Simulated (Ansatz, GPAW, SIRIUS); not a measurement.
**The bulk modulus of Au, sorted by core time**

Symmetry: Fm-3m, No. 225, cubic system. The conventional cell has a = 4.070 Å, b = 4.070 Å, c = 4.070 Å, α = 90.00°, β = 90.00°, γ = 90.00°. Around Au (site symmetry m-3m) lie 12 Au at 2.88 Å.

```csv
rung,level,program and potentials,cutoff (eV),k mesh,smearing,task,core time,chip,bulk modulus (GPa),notes
LDA,LDA,"Ansatz, Ansatz PAW",420,11 × 11 × 11,fermi-dirac 0.05,equation of state,6.2 s,AMD EPYC 7R43 Zen 3,194.5,"potentials made for PBE, which Ansatz adapts in part"
meta-GGA,r2SCAN,"Ansatz, Ansatz PAW",500,11 × 11 × 11,fermi-dirac 0.05,equation of state,13 s,AMD EPYC 7R43 Zen 3,156.0,"potentials made for PBE, which Ansatz adapts in part"
GGA + dispersion,OLYP+D3(BJ),"GPAW, PAW data sets generated for this functional",600,11 × 11 × 11,fermi-dirac 0.05,equation of state,38 s,Intel Xeon Platinum 8488C Sapphire Rapids,195.0,this data set often lies off other programs
GGA + dispersion,RPBE+D4,"GPAW, the program's PAW data sets (release 1.2.1) made for this functional",600,11 × 11 × 11,fermi-dirac 0.05,equation of state,61 s,AMD EPYC 7B13 Zen 3,160.8,this data set often lies off other programs
GGA,WC,"GPAW, PAW data sets generated for this functional",600,11 × 11 × 11,fermi-dirac 0.05,equation of state,70 s,AMD EPYC 7R13 Zen 3,170.9,this data set often lies off other programs
LDA,LDA,"GPAW, PAW data sets generated for this functional",600,11 × 11 × 11,fermi-dirac 0.05,equation of state,75 s,Arm Neoverse V1,192.3,this data set often lies off other programs
GGA,PBEint,"GPAW, PAW data sets generated for this functional",600,11 × 11 × 11,fermi-dirac 0.05,equation of state,77 s,Arm Neoverse V1,165.3,this data set often lies off other programs
LDA,LDA,"SIRIUS, PseudoDojo 0.4.1 PBE standard (scalar relativistic)",1054,8 × 8 × 8,fermi-dirac 0.05,eos task,78 s,Arm Neoverse V2,192.0,potentials made for PBE
```

Times are single runs on shared hosts and different chips, so they are rough; meshes, cutoffs and the tasks' sizes weigh on the time. All rows: no spin polarisation. Smearing widths are in eV. The cell comes from a database and isn't always the measured one. For a metal such meshes aren't converged. Meshes differ between rows, which moves values too. Meshes are those of the run's cell of 1 atom unless a note names another. Runs on faulty files, with rough fits or with known faults for this quantity aren't shown. No row holds spin-orbit coupling.

By rung: LDA 192.0 to 194.5; GGA + dispersion 160.8 to 195.0; GGA 165.3 to 170.9; meta-GGA 156.0 (GPa).
